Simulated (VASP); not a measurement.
A run of VASP 6.6.1 is set up as follows.

The input INCAR:

```
  PREC = Accurate
  ENCUT = 520
  EDIFF = 1E-7
  ISMEAR = 0
  SIGMA = 1.0
  LREAL = F
  LASPH = T
  NELM = 100
  ALGO = Normal
  ISIF = 3
  LWAVE = F
  LCHARG = F
  GGA = PE
  IBRION = 2
  NSW = 80
  EDIFFG = -0.002
```

KPOINTS

```
regular mesh
0
Gamma
  18 18 18
```

The input POSCAR:

```
Ta
1.0
   -1.6512800000      1.6512800000      1.6512800000
    1.6512800000     -1.6512800000      1.6512800000
    1.6512800000      1.6512800000     -1.6512800000
Ta
1
Direct
    0.0000000000      0.0000000000      0.0000000000
```

Potentials or basis: VASP PAW PBE potentials, release 64 (Ta_pv).

Command:

```sh
$ cat potpaw_PBE.64/Ta_pv/POTCAR > POTCAR
$ mpirun -np 1 vasp_std > vasp.out
```

Task: Estimate the relaxed cell.

Result: a = 2.888 Å, b = 2.888 Å, c = 2.888 Å, α = 109.47°, β = 109.47°, γ = 109.47°.

Task: Predict the band gap on the k mesh.

Result: None (metal or under the smearing width).

Task: Predict the space group after relaxing (to 0.05 Å).

Result: Im-3m (No. 229).

Task: What does it give for the relaxed volume?

Result: 18.54 Å³/atom.

The path:
```csv
step,energy change (eV),largest force (eV/Å),pressure (GPa),volume (Å³)
1,0.0000,0.0000,5.77,18.01
2,0.0325,0.0000,-10.49,19.75
3,-0.0093,0.0000,-0.11,18.55
4,-0.0093,0.0000,0.00,18.54
```

Spin-orbit coupling is left out, which matters for the levels of Ta. Zero-point motion and thermal expansion aren't in these numbers.
